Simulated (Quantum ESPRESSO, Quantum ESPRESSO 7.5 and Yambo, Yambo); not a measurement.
# A GW chain in Yambo: LiH (Fm-3m)

Wanted: ground state, empty states, screening and self-energy for LiH (Fm-3m).

Method: PBE and many-body steps on it, plane waves, in Quantum ESPRESSO 7.5 and Yambo 5.3.0.

The database entry behind the starting cell differs from later determinations by our own check (the deuteride, about 0.2 % short), so it need not match the best structure at ambient conditions.

### 1. The structure

The structure is cubic, space group Fm-3m (No. 225). Conventional cell: a = 4.074 Å, b = 4.074 Å, c = 4.074 Å, α = 90.00°, β = 90.00°, γ = 90.00°. Nearest to Li lie 6 H at 2.04 Å. Nearest to H lie 6 Li at 2.04 Å. Farther neighbours are not listed.

The cell and positions come from the Crystallography Open Database and are kept as given unless a step says otherwise.

### 2. Ground state

This step: Quantum ESPRESSO 7.5; DFT, PBE, plane waves, norm-conserving pseudopotentials.

The ground-state density comes first.

pw.in

```
&control
  calculation = 'scf'
  prefix = 'x'
  outdir = 'o'
  pseudo_dir = 'pseudo'
/
&system
  ibrav = 0
  nat = 2
  ntyp = 2
  ecutwfc = 66.0
  nbnd = 7
  force_symmorphic = .true.
/
&electrons
  conv_thr = 1e-10
  electron_maxstep = 80
  mixing_beta = 0.5
/
ATOMIC_SPECIES
  Li 6.94 Li.upf
  H 1.008 H.upf
CELL_PARAMETERS angstrom
  0.0000000000 2.0367500000 2.0367500000
  2.0367500000 -0.0000000000 2.0367500000
  2.0367500000 2.0367500000 -0.0000000000
ATOMIC_POSITIONS crystal
  Li 0.0000000000 0.0000000000 0.0000000000
  H 0.5000000000 0.5000000000 0.5000000000
K_POINTS automatic
  8 8 8 0 0 0
```

The run is started by

```bash
> OMP_NUM_THREADS=1 mpirun -n 4 pw.x -nk 4 -in pw.in > pw.out
```

The program printed:

```text
Program PWSCF v.7.5 starts

     This program is part of the open-source Quantum ESPRESSO suite
     for quantum simulation of materials; please cite
         "P. Giannozzi et al., J. Phys.:Condens. Matter 21 395502 (2009);
         "P. Giannozzi et al., J. Phys.:Condens. Matter 29 465901 (2017);
         "P. Giannozzi et al., J. Chem. Phys. 152 154105 (2020);
     in publications or presentations arising from this work. More details at
     Message from routine setup:
     using ibrav=0 with symmetry is DISCOURAGED, use correct ibrav instead

     G-vector sticks info

     bravais-lattice index     =            0
     lattice parameter (alat)  =       5.4432  a.u.
     unit-cell volume          =     114.0354 (a.u.)^3
     number of atoms/cell      =            2
     number of atomic types    =            2
     number of electrons       =         4.00
     number of Kohn-Sham states=            7
     kinetic-energy cutoff     =      66.0000  Ry
     charge density cutoff     =     264.0000  Ry
     scf convergence threshold =      1.0E-10
     mixing beta               =       0.5000
     number of iterations used =            8  plain     mixing
     Exchange-correlation= PBE
                           (   1   4   3   4   0   0   0)

     celldm(1)=   5.443166  celldm(2)=   0.000000  celldm(3)=   0.000000
     celldm(4)=   0.000000  celldm(5)=   0.000000  celldm(6)=   0.000000

     crystal axes: (cart. coord. in units of alat)
               a(1) = (   0.000000   0.707107   0.707107 )
               a(2) = (   0.707107  -0.000000   0.707107 )
               a(3) = (   0.707107   0.707107  -0.000000 )

     reciprocal axes: (cart. coord. in units 2 pi/alat)
               b(1) = ( -0.707107  0.707107  0.707107 )
               b(2) = (  0.707107 -0.707107  0.707107 )
               b(3) = (  0.707107  0.707107 -0.707107 )
     Pseudo is Norm-conserving, Zval =  3.0
     Generated using ONCVPSP code by D. R. Hamann
     Using radial grid of 1944 points,  4 beta functions with:
     Pseudo is Norm-conserving, Zval =  1.0
     Generated using ONCVPSP code by D. R. Hamann
     Using radial grid of 1166 points,  3 beta functions with:
     Li                3.00     6.94000     Li( 1.00)
     H                 1.00     1.00800     H ( 1.00)

     48 Sym. Ops., with inversion, found

   Cartesian axes

     site n.     atom                  positions (alat units)
         1        Li     tau(   1) = (   0.0000000   0.0000000   0.0000000  )
         2        H      tau(   2) = (   0.7071068   0.7071068   0.7071068  )

     number of k points=    29
                       cart. coord. in units 2pi/alat
        k(    1) = (   0.0000000   0.0000000   0.0000000), wk =   0.0039062
        k(    2) = (   0.0883883   0.0883883  -0.0883883), wk =   0.0312500
        k(    3) = (   0.1767767   0.1767767  -0.1767767), wk =   0.0312500
        k(    4) = (   0.2651650   0.2651650  -0.2651650), wk =   0.0312500
        k(    5) = (  -0.3535534  -0.3535534   0.3535534), wk =   0.0156250
        k(    6) = (   0.1767767   0.0000000   0.0000000), wk =   0.0234375
        k(    7) = (   0.2651650   0.0883883  -0.0883883), wk =   0.0937500
        k(    8) = (   0.3535534   0.1767767  -0.1767767), wk =   0.0937500
        k(    9) = (  -0.2651650  -0.4419417   0.4419417), wk =   0.0937500
        k(   10) = (  -0.1767767  -0.3535534   0.3535534), wk =   0.0937500
     [... 17 further rows ...]
        k(   28) = (  -0.7071068   0.1767767  -0.0000000), wk =   0.0468750
        k(   29) = (  -0.7071068   0.3535534   0.0000000), wk =   0.0234375

     Dense  grid:     8363 G-vectors     FFT dimensions: (  30,  30,  30)

     Initial potential from superposition of free atoms

     starting charge       3.9954, renormalised to       4.0000
     Starting wfcs are    3 randomized atomic wfcs +    4 random wfcs

     per-process dynamical memory:     9.8 Mb

     Self-consistent Calculation

     iteration #  1     ecut=    66.00 Ry     beta= 0.50

     total energy              =     -15.63438007 Ry
     estimated scf accuracy    <       0.05125543 Ry

     iteration #  2     ecut=    66.00 Ry     beta= 0.50

     total energy              =     -15.63485648 Ry
     estimated scf accuracy    <       0.00516580 Ry

     iteration #  3     ecut=    66.00 Ry     beta= 0.50

     total energy              =     -15.63543645 Ry
     estimated scf accuracy    <       0.00003092 Ry

     iteration #  4     ecut=    66.00 Ry     beta= 0.50

     total energy              =     -15.63544290 Ry
     estimated scf accuracy    <       0.00000077 Ry

     iteration #  5     ecut=    66.00 Ry     beta= 0.50

     total energy              =     -15.63544300 Ry
     estimated scf accuracy    <       0.00000002 Ry

     iteration #  6     ecut=    66.00 Ry     beta= 0.50

     total energy              =     -15.63544300 Ry
     estimated scf accuracy    <          2.8E-10 Ry

     iteration #  7     ecut=    66.00 Ry     beta= 0.50

     End of self-consistent calculation

          k = 0.0000 0.0000 0.0000 (  1037 PWs)   bands (ev):

   -43.9079  -4.8608  15.8686  17.7975  17.7975  17.7975  22.4530

          k = 0.0884 0.0884-0.0884 (  1007 PWs)   bands (ev):

   -43.9019  -4.5896  13.8252  16.4524  17.2740  17.2740  21.9729

          k = 0.1768 0.1768-0.1768 (  1022 PWs)   bands (ev):

   -43.8885  -3.8129   9.8558  14.9914  16.6071  16.6071  21.9849

          k = 0.2652 0.2652-0.2652 (  1035 PWs)   bands (ev):

     [... further k-points ...]

     highest occupied, lowest unoccupied level (ev):     0.3929    3.4149

!    total energy              =     -15.63544300 Ry
     estimated scf accuracy    <          5.4E-11 Ry

     The total energy is the sum of the following terms:
     one-electron contribution =      -8.01310483 Ry
     hartree contribution      =       3.28880160 Ry
     xc contribution           =      -4.10568596 Ry
     ewald contribution        =      -6.80545381 Ry

     convergence has been achieved in   7 iterations

     XML data file, charge density, pseudopotentials, collected wavefunctions

=------------------------------------------------------------------------------=
   JOB DONE.
=------------------------------------------------------------------------------=
```

Run time: 1.2 s. Hardware: 4 MPI ranks of Arm Neoverse V2, shared host; peak memory 0.05 GiB; 4.7 s of CPU time.

This step gave:

```yaml
total_energy: -212.7310 eV
gap: 3.022 eV
k_of_the_valence_top: 0, -0.5, -0.5
k_of_the_conduction_bottom: 0, -0.5, -0.5
least_direct_gap: 3.022 eV
```

The gap is direct, at (0.000, -0.500, -0.500).

### 3. Bands along the symmetry lines

The cheap functional maps the bands first; the places of the edges decide which points the dearer methods must see.

pw.in

```
&control
  calculation = 'bands'
  prefix = 'x'
  outdir = 'o'
  pseudo_dir = 'pseudo'
/
&system
  ibrav = 0
  nat = 2
  ntyp = 2
  ecutwfc = 66.0
  nbnd = 8
  force_symmorphic = .true.
/
&electrons
  conv_thr = 1e-9
  electron_maxstep = 80
  diago_full_acc = .true.
  diago_thr_init = 5e-6
/
ATOMIC_SPECIES
  Li 6.94 Li.upf
  H 1.008 H.upf
CELL_PARAMETERS angstrom
  0.0000000000 2.0367500000 2.0367500000
  2.0367500000 -0.0000000000 2.0367500000
  2.0367500000 2.0367500000 -0.0000000000
ATOMIC_POSITIONS crystal
  Li 0.0000000000 0.0000000000 0.0000000000
  H 0.5000000000 0.5000000000 0.5000000000
K_POINTS crystal
  50
  0.00000000 0.00000000 0.00000000 1
  0.06250000 0.00000000 0.06250000 1
  0.12500000 0.00000000 0.12500000 1
  0.18750000 0.00000000 0.18750000 1
  0.25000000 0.00000000 0.25000000 1
  0.31250000 0.00000000 0.31250000 1
  0.37500000 0.00000000 0.37500000 1
  0.43750000 0.00000000 0.43750000 1
  0.50000000 0.00000000 0.50000000 1
  0.51562500 0.03125000 0.51562500 1
  0.53125000 0.06250000 0.53125000 1
  0.54687500 0.09375000 0.54687500 1
  0.56250000 0.12500000 0.56250000 1
  0.57812500 0.15625000 0.57812500 1
  0.59375000 0.18750000 0.59375000 1
  0.60937500 0.21875000 0.60937500 1
  0.62500000 0.25000000 0.62500000 1
  0.37500000 0.37500000 0.75000000 1
  0.32812500 0.32812500 0.65625000 1
  0.28125000 0.28125000 0.56250000 1
  0.23437500 0.23437500 0.46875000 1
  0.18750000 0.18750000 0.37500000 1
  0.14062500 0.14062500 0.28125000 1
  0.09375000 0.09375000 0.18750000 1
  0.04687500 0.04687500 0.09375000 1
  0.00000000 0.00000000 0.00000000 1
  0.06250000 0.06250000 0.06250000 1
  0.12500000 0.12500000 0.12500000 1
  0.18750000 0.18750000 0.18750000 1
  0.25000000 0.25000000 0.25000000 1
  0.31250000 0.31250000 0.31250000 1
  0.37500000 0.37500000 0.37500000 1
  0.43750000 0.43750000 0.43750000 1
  0.50000000 0.50000000 0.50000000 1
  0.50000000 0.46875000 0.53125000 1
  0.50000000 0.43750000 0.56250000 1
  0.50000000 0.40625000 0.59375000 1
  0.50000000 0.37500000 0.62500000 1
  0.50000000 0.34375000 0.65625000 1
  0.50000000 0.31250000 0.68750000 1
  0.50000000 0.28125000 0.71875000 1
  0.50000000 0.25000000 0.75000000 1
  0.50000000 0.21875000 0.71875000 1
  0.50000000 0.18750000 0.68750000 1
  0.50000000 0.15625000 0.65625000 1
  0.50000000 0.12500000 0.62500000 1
  0.50000000 0.09375000 0.59375000 1
  0.50000000 0.06250000 0.56250000 1
  0.50000000 0.03125000 0.53125000 1
  0.50000000 0.00000000 0.50000000 1
```

The program printed:

```text
[banner, memory and clock lines left out]
Program PWSCF v.7.5 starts

     Atomic positions and unit cell read from directory:
     o/x.save/

     Message from routine setup:
     using ibrav=0 with symmetry is DISCOURAGED, use correct ibrav instead

     G-vector sticks info

     bravais-lattice index     =            0
     lattice parameter (alat)  =       5.4432  a.u.
     unit-cell volume          =     114.0354 (a.u.)^3
     number of atoms/cell      =            2
     number of atomic types    =            2
     number of electrons       =         4.00
     number of Kohn-Sham states=            8
     kinetic-energy cutoff     =      66.0000  Ry
     charge density cutoff     =     264.0000  Ry
     Exchange-correlation= PBE
                           (   1   4   3   4   0   0   0)

     celldm(1)=   5.443166  celldm(2)=   0.000000  celldm(3)=   0.000000
     celldm(4)=   0.000000  celldm(5)=   0.000000  celldm(6)=   0.000000

     crystal axes: (cart. coord. in units of alat)
               a(1) = (   0.000000   0.707107   0.707107 )
               a(2) = (   0.707107  -0.000000   0.707107 )
               a(3) = (   0.707107   0.707107  -0.000000 )

     reciprocal axes: (cart. coord. in units 2 pi/alat)
               b(1) = ( -0.707107  0.707107  0.707107 )
               b(2) = (  0.707107 -0.707107  0.707107 )
               b(3) = (  0.707107  0.707107 -0.707107 )
     Pseudo is Norm-conserving, Zval =  3.0
     Generated using ONCVPSP code by D. R. Hamann
     Using radial grid of 1944 points,  4 beta functions with:
     Pseudo is Norm-conserving, Zval =  1.0
     Generated using ONCVPSP code by D. R. Hamann
     Using radial grid of 1166 points,  3 beta functions with:
     Li                3.00     6.94000     Li( 1.00)
     H                 1.00     1.00800     H ( 1.00)

     48 Sym. Ops., with inversion, found

   Cartesian axes

     site n.     atom                  positions (alat units)
         1        Li     tau(   1) = (   0.0000000   0.0000000   0.0000000  )
         2        H      tau(   2) = (   0.7071068   0.7071068   0.7071068  )

     number of k points=    50
                       cart. coord. in units 2pi/alat
        k(    1) = (   0.0000000   0.0000000   0.0000000), wk =   0.0400000
        k(    2) = (   0.0000000   0.0883883   0.0000000), wk =   0.0400000
        k(    3) = (   0.0000000   0.1767767   0.0000000), wk =   0.0400000
[...]
[... 38 further rows ...]
        k(   49) = (   0.0441942   0.7071068   0.0000000), wk =   0.0400000
        k(   50) = (   0.0000000   0.7071068   0.0000000), wk =   0.0400000

     Dense  grid:     8363 G-vectors     FFT dimensions: (  30,  30,  30)

     The potential is recalculated from file :
     o/x.save/charge-density

     Starting wfcs are    3 randomized atomic wfcs +    5 random wfcs

     Band Structure Calculation

     End of band structure calculation

          k = 0.0000 0.0000 0.0000 (  1037 PWs)   bands (ev):

   -43.9080  -4.8608  15.8686  17.7975  17.7975  17.7975  22.4530  22.4530

          k = 0.0000 0.0884 0.0000 (  1010 PWs)   bands (ev):

   -43.9057  -4.7692  15.3165  17.0481  17.0481  18.2228  20.9417  23.4417

          k = 0.0000 0.1768 0.0000 (  1010 PWs)   bands (ev):

   -43.9002  -4.4931  14.1593  15.6599  15.6599  18.5996  19.1561  24.3970

          k = 0.0000 0.2652-0.0000 (  1010 PWs)   bands (ev):

[...]
k =-0.0000 0.4419 0.0000 (  1030 PWs)   bands (ev):

[...]
k = 0.0000 0.5303-0.0000 (  1030 PWs)   bands (ev):

[...]
k =-0.0000 0.6187 0.0000 (  1030 PWs)   bands (ev):

[...]
k = 0.5303 0.5303-0.0000 (  1021 PWs)   bands (ev):

[...]
k = 0.1326 0.7071-0.0000 (  1030 PWs)   bands (ev):

[...]
k = 0.0884 0.7071-0.0000 (  1030 PWs)   bands (ev):

[...]
k = 0.0442 0.7071 0.0000 (  1030 PWs)   bands (ev):

   -43.8577   0.3848   3.4497  10.6502  11.0110  14.4953  17.0293  33.4802

          k = 0.0000 0.7071 0.0000 (  1034 PWs)   bands (ev):

   -43.8577   0.3929   3.4149  10.9804  10.9804  14.0954  17.0154  34.1275

     XML data file, pseudopotentials, collected wavefunctions
```

Run time: 1.1 s. Hardware: 4 MPI ranks; peak memory 0.05 GiB.

This step gave:

```
gap                        : 3.022 eV
k of the valence top       : 0.5, 0, 0.5
k of the conduction bottom : 0.5, 0, 0.5
least direct gap           : 3.022 eV
```

The gap is 3.022 eV, as in the run before at this level.

Electronic bands along the path, in eV, zero at the top of the highest filled band; v1 is the highest filled band, c1 the lowest empty one:

```csv
point,v2,v1,c1,c2,c3,c4
Γ,-44.30,-5.25,15.48,17.40,17.40,17.40
halfway,-44.28,-3.75,10.13,12.73,12.73,15.96
X,-44.25,0.00,3.02,10.59,10.59,13.70
halfway,-44.25,-0.08,3.30,8.96,10.86,15.50
U,-44.25,-0.47,4.13,7.41,11.68,15.68
jump to K,-44.25,-0.47,4.13,7.41,11.68,15.68
halfway,-44.27,-3.67,9.75,9.89,15.65,16.99
Γ,-44.30,-5.25,15.48,17.40,17.40,17.40
halfway,-44.28,-4.21,9.46,14.60,16.21,16.21
L,-44.26,-2.49,4.80,13.25,16.07,16.07
halfway,-44.26,-1.61,5.00,8.66,12.93,15.97
W,-44.25,-0.20,5.24,5.24,11.40,17.12
halfway,-44.25,-0.10,3.58,7.93,10.99,16.83
X,-44.25,0.00,3.02,10.59,10.59,13.70
```

The electronic bands as a text plot (rows in eV, shown from -8.0 to 9.0 only):

```
    8.7 |              ++     ++                      +       +
    8.0 |       ++       +    ++             ++              +
    7.2 |                 ++++                         +
    6.5 |                   ++                 +        +   +
    5.8 |         +                                      + +
    5.1 |                  +                    +++++++++++
    4.4 |                 +                                ++
    3.7 |          ++   ++                                   +
    3.0 |            +++                                      +++
    2.3 |
    1.6 |
    0.9 |
    0.2 |            ****                                  ******
   -0.6 |          **    **                             ***
   -1.3 |                  *                          **
   -2.0 |         *         **                      **
   -2.7 |       **            **                ****
   -3.4 |                       *            ***
   -4.1 |    ***                 **         *
   -4.8 | ***                      ***   ***
   -5.5 |*                            ***
   -6.2 |
   -6.9 |
   -7.6 |
         Γ           X  U|K            Γ         L        W     X
```

### 4. Empty states on the mesh, 6×6×6 mesh, 26 bands

The sums over transitions need many empty states on a uniform mesh; this step solves for them.

pw.in

```
&control
  calculation = 'nscf'
  prefix = 'x'
  outdir = 'o'
  pseudo_dir = 'pseudo'
/
&system
  ibrav = 0
  nat = 2
  ntyp = 2
  ecutwfc = 66.0
  nbnd = 26
  force_symmorphic = .true.
/
&electrons
  conv_thr = 1e-9
  electron_maxstep = 80
  diago_full_acc = .true.
  diago_thr_init = 5e-6
/
ATOMIC_SPECIES
  Li 6.94 Li.upf
  H 1.008 H.upf
CELL_PARAMETERS angstrom
  0.0000000000 2.0367500000 2.0367500000
  2.0367500000 -0.0000000000 2.0367500000
  2.0367500000 2.0367500000 -0.0000000000
ATOMIC_POSITIONS crystal
  Li 0.0000000000 0.0000000000 0.0000000000
  H 0.5000000000 0.5000000000 0.5000000000
K_POINTS automatic
  6 6 6 0 0 0
```

The program printed:

```text
[banner, memory and clock lines left out]
Program PWSCF v.7.5 starts

     Atomic positions and unit cell read from directory:
     o/x.save/

     Message from routine setup:
     using ibrav=0 with symmetry is DISCOURAGED, use correct ibrav instead

     G-vector sticks info

     bravais-lattice index     =            0
     lattice parameter (alat)  =       5.4432  a.u.
     unit-cell volume          =     114.0354 (a.u.)^3
     number of atoms/cell      =            2
     number of atomic types    =            2
     number of electrons       =         4.00
     number of Kohn-Sham states=           26
     kinetic-energy cutoff     =      66.0000  Ry
     charge density cutoff     =     264.0000  Ry
     Exchange-correlation= PBE
                           (   1   4   3   4   0   0   0)

     celldm(1)=   5.443166  celldm(2)=   0.000000  celldm(3)=   0.000000
     celldm(4)=   0.000000  celldm(5)=   0.000000  celldm(6)=   0.000000

     crystal axes: (cart. coord. in units of alat)
               a(1) = (   0.000000   0.707107   0.707107 )
               a(2) = (   0.707107  -0.000000   0.707107 )
               a(3) = (   0.707107   0.707107  -0.000000 )

     reciprocal axes: (cart. coord. in units 2 pi/alat)
               b(1) = ( -0.707107  0.707107  0.707107 )
               b(2) = (  0.707107 -0.707107  0.707107 )
               b(3) = (  0.707107  0.707107 -0.707107 )
     Pseudo is Norm-conserving, Zval =  3.0
     Generated using ONCVPSP code by D. R. Hamann
     Using radial grid of 1944 points,  4 beta functions with:
     Pseudo is Norm-conserving, Zval =  1.0
     Generated using ONCVPSP code by D. R. Hamann
     Using radial grid of 1166 points,  3 beta functions with:
     Li                3.00     6.94000     Li( 1.00)
     H                 1.00     1.00800     H ( 1.00)

     48 Sym. Ops., with inversion, found

   Cartesian axes

     site n.     atom                  positions (alat units)
         1        Li     tau(   1) = (   0.0000000   0.0000000   0.0000000  )
         2        H      tau(   2) = (   0.7071068   0.7071068   0.7071068  )

     number of k points=    16
                       cart. coord. in units 2pi/alat
        k(    1) = (   0.0000000   0.0000000   0.0000000), wk =   0.0092593
        k(    2) = (   0.1178511   0.1178511  -0.1178511), wk =   0.0740741
        k(    3) = (   0.2357023   0.2357023  -0.2357023), wk =   0.0740741
[...]
[... 4 further rows ...]
        k(   15) = (  -0.1178511  -0.3535534   0.5892557), wk =   0.2222222
        k(   16) = (  -0.7071068   0.2357023   0.0000000), wk =   0.1111111

     Dense  grid:     8363 G-vectors     FFT dimensions: (  30,  30,  30)

     The potential is recalculated from file :
     o/x.save/charge-density

     Starting wfcs are    3 randomized atomic wfcs +   23 random wfcs

     Band Structure Calculation

     End of band structure calculation

          k = 0.0000 0.0000 0.0000 (  1037 PWs)   bands (ev):

   -43.9080  -4.8608  15.8686  17.7975  17.7975  17.7975  22.4530  22.4530
    22.4530  23.9068  28.3082  28.3082  28.3082  30.5265  30.5265  44.5021
    60.8722  60.8722  60.8722  65.4872  65.4872  65.4872  66.7260  66.7260
    66.8020  67.0468

          k = 0.1179 0.1179-0.1179 (  1013 PWs)   bands (ev):

[...]
67.8003  73.1270

          k = 0.2357 0.2357-0.2357 (  1044 PWs)   bands (ev):

[...]
24.7483  29.7807  29.7807  32.9555  40.1191  42.2321  43.5943  43.5943
    45.3260  45.3260  51.0414  61.8451  63.6994  63.6994  66.4508  66.4508
    68.2725  69.0909

          k =-0.3536-0.3536 0.3536 (  1056 PWs)   bands (ev):

     [... further k-points ...]

     highest occupied, lowest unoccupied level (ev):     0.3929    3.4149

     XML data file, pseudopotentials, collected wavefunctions
```

The job ended after 1.1 s (4 MPI ranks; peak memory 0.05 GiB).

Numbers from this step:

* gap: 3.022 eV
* k of the valence top: 0, -0.5, -0.5
* k of the conduction bottom: 0, -0.5, -0.5
* least direct gap: 3.022 eV
* k points computed: 16
* lowest point of the top converged band, above the valence top: 61.4320 eV

On this mesh the gap is 3.022 eV.

(Continued in part 2 of 2.)

[Paths, hosts, dates, memory and timing lines, banners, echoed tables and standing remarks are left out of the program output.]

[Logs are printed without paths, hosts, clocks, repeated set-up lines and the standing remarks that a program may print on its own settings, such as how far it seeks lower states.]

[Runs of the session that timed out or met a known fault of the program may be left out.]

[Hosts, paths, dates, database ids (printed as entryN), source tags and the programs' standing remarks are cut or masked in the printed files.]
